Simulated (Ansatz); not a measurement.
## Cost and result for the equilibrium volume of Sn

**What was measured.** The equilibrium volume of Sn (Fd-3m) is reported as 34.16 Å³/atom (arxiv:1703.07488). The runs below try to reproduce it.

```
CELL_PARAMETERS angstrom
0.00000 3.23334 3.23334
3.23334 0.00000 3.23334
3.23334 3.23334 0.00000
ATOMIC_POSITIONS crystal
Sn 0.75000 0.75000 0.75000
Sn 0.50000 0.50000 0.50000
```

This isn't the form of Sn at room conditions, which is tetragonal (white tin).

```tsv
rung	level	program and potentials	cutoff (eV)	k mesh	smearing	core time	chip	equilibrium volume (Å³/atom)	miss	notes
GGA	PBE	Ansatz, Ansatz PAW	420	7 × 7 × 7	fermi-dirac 0.05	4.9 s	Intel Xeon Platinum 8488C Sapphire Rapids	36.86	+7.9 %	-
GGA + dispersion	PBEsol+D3(BJ)	Ansatz, Ansatz PAW	420	7 × 7 × 7	fermi-dirac 0.05	10 s	Intel Xeon Skylake/Cascade Lake	33.88	-0.8 %	potentials made for PBE, which Ansatz adapts in part
GGA + dispersion	PBE+D3(BJ)	Ansatz, Ansatz PAW	420	7 × 7 × 7	fermi-dirac 0.05	12 s	Intel Xeon Skylake/Cascade Lake	35.51	+4.0 %	-
GGA + dispersion	RPBE+D4	Ansatz, Ansatz PAW	420	7 × 7 × 7	fermi-dirac 0.05	12 s	Intel Xeon Skylake/Cascade Lake	35.32	+3.4 %	potentials made for PBE, which Ansatz adapts in part
GGA + dispersion	revPBE+D3(BJ)	Ansatz, Ansatz PAW	420	7 × 7 × 7	fermi-dirac 0.05	12 s	Intel Xeon Skylake/Cascade Lake	35.21	+3.1 %	potentials made for PBE, which Ansatz adapts in part
GGA	PBEsol	Ansatz, Ansatz PAW	420	7 × 7 × 7	fermi-dirac 0.05	13 s	Intel Xeon Skylake/Cascade Lake	34.99	+2.4 %	potentials made for PBE, which Ansatz adapts in part
GGA + dispersion	RPBE+D3(BJ)	Ansatz, Ansatz PAW	420	7 × 7 × 7	fermi-dirac 0.05	13 s	Intel Xeon Skylake/Cascade Lake	31.77	-7.0 %	potentials made for PBE, which Ansatz adapts in part
GGA + dispersion	BLYP+D3(BJ)	Ansatz, Ansatz PAW	420	7 × 7 × 7	fermi-dirac 0.05	14 s	Intel Xeon Skylake/Cascade Lake	35.85	+4.9 %	potentials made for PBE, which Ansatz adapts in part
GGA + dispersion	BLYP+D4	Ansatz, Ansatz PAW	420	7 × 7 × 7	fermi-dirac 0.05	14 s	Intel Xeon Skylake/Cascade Lake	36.33	+6.4 %	potentials made for PBE, which Ansatz adapts in part
GGA + dispersion	revPBE+D4	Ansatz, Ansatz PAW	420	7 × 7 × 7	fermi-dirac 0.05	15 s	Intel Xeon Skylake/Cascade Lake	35.43	+3.7 %	potentials made for PBE, which Ansatz adapts in part
GGA + dispersion	PBE+D4	Ansatz, Ansatz PAW	420	7 × 7 × 7	fermi-dirac 0.05	15 s	Intel Xeon Skylake/Cascade Lake	35.38	+3.6 %	-
hybrid	HSEsol	Ansatz, Ansatz PAW	420	4 × 4 × 4	fermi-dirac 0.05	2.5 min	Intel Xeon Skylake/Cascade Lake	34.50	+1.0 %	coarse mesh; potentials made for PBE, which Ansatz adapts in part
```

Times are single runs on shared hosts and different chips, so they are rough; meshes, cutoffs and the tasks' sizes weigh on the time. Task: relaxation of cell and atoms. All rows: no spin polarisation. Smearing widths are in eV. For a metal such meshes aren't converged. Meshes differ between rows, which moves values too. Meshes are those of the run's cell of 2 atoms unless a note names another. Relaxations start from the cell shown or near it and stop with a little pressure left. The cell shown, of 33.80 Å³ an atom, is the runs' start and not the measured value. Misses use the values as printed. Runs on faulty files, with rough fits or with known faults for this quantity aren't shown. No row holds spin-orbit coupling.

By rung: GGA 34.99 to 36.86; GGA + dispersion 31.77 to 36.33; hybrid on coarse meshes 34.50 (Å³/atom). Measured: 34.16 Å³/atom (arxiv:1703.07488). Closest, coarse meshes and atomic bases left aside, is PBEsol+D3(BJ) (-0.8 %), and PBE misses by +7.9 % on plain settings. The runs are for a static lattice, while measurements hold temperature and zero-point motion.
